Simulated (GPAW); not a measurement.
Wanted: an ASE script for a GPAW 26.7.0 run.

```yaml
Task: relaxation of cell and atoms
Functional: PBEsol
Potentials_or_basis: PAW data sets generated in the run's folder for this functional
Cutoff: 600 eV
Basis: pw
k_mesh: 7 × 7 × 7
Occupations: fermi-dirac, width 0.05 eV
Spin: no spin polarisation
Maxiter: 150
Optimizer: BFGS
Fmax: 0.02 eV/Å
Max_steps: 60
Convergence: density=1e-05 forces=0.0001
```

Crystal: TiPt3.

```
Pt Ti
1.0
     3.89700    0.00000    0.00000
     0.00000    3.89700    0.00000
     0.00000    0.00000    3.89700
Pt Ti
3 1
Cartesian
  1.9485 1.9485 0.0000
  1.9485 0.0000 1.9485
  0.0000 1.9485 1.9485
  0.0000 0.0000 0.0000
```

These files were run (other wordings do the same):

run.py

```python
from ase import Atoms
from ase.filters import FrechetCellFilter
from ase.io import write
from ase.optimize import BFGS
from gpaw import GPAW, PW, setup_paths

setup_paths.insert(0, '.')

atoms = Atoms(['Pt', 'Pt', 'Pt', 'Ti'],
              cell=[[3.897, 0.0, 0.0],
                    [0.0, 3.897, 0.0],
                    [0.0, 0.0, 3.897]],
              scaled_positions=[[0.5, 0.5, 0.0],
                                [0.5, 0.0, 0.5],
                                [0.0, 0.5, 0.5],
                                [0.0, 0.0, 0.0]],
              pbc=True)

calc = GPAW(mode=PW(600),
            xc='PBEsol',
            kpts={'size': (7, 7, 7), 'gamma': True},
            occupations={'name': 'fermi-dirac', 'width': 0.05},
            nbands=52,
            convergence={'density': 1e-05, 'forces': 0.0001},
            maxiter=150,
            txt='gpaw.txt')
atoms.calc = calc
opt = BFGS(FrechetCellFilter(atoms), trajectory='relax.traj', logfile='-')
done = opt.run(fmax=0.02, steps=60)
calc.write('gs.gpw')
write('result.traj', atoms)
print('Converged:', done)
print('Cell:', atoms.cell.cellpar().round(4))
print('Volume:', round(atoms.get_volume(), 4))
print(atoms.get_scaled_positions().round(5))
```

Potentials or basis: PAW data sets generated in the run's folder for this functional, pw.

Command:

```bash
$ gpaw-setup -f PBEsol Pt Ti
$ OMP_NUM_THREADS=1 python run.py
```

Results of the run:

```yaml
Relaxed_volume: 14.82 Å³/atom
Relaxed_cell: a = 3.899 Å, b = 3.899 Å, c = 3.899 Å, α = 90.00°, β = 90.00°, γ = 90.00°
Space_group_after_relaxing_to_0.05_Å: Pm-3m (No. 221)
Energy_gained_by_relaxing: 0.1 meV/atom
Ionic_steps: 3
Pressure_after_relaxing: 0.0 GPa
Band_gap_on_the_k_mesh: none (metal or under the smearing width)
```

Caveat: later steps reuse the first step's grids.

Wall time 2.2 min on 1 thread of AMD EPYC 7R43 64-Core Processor (Zen 3), on a shared host, peak memory 0.24 GiB.
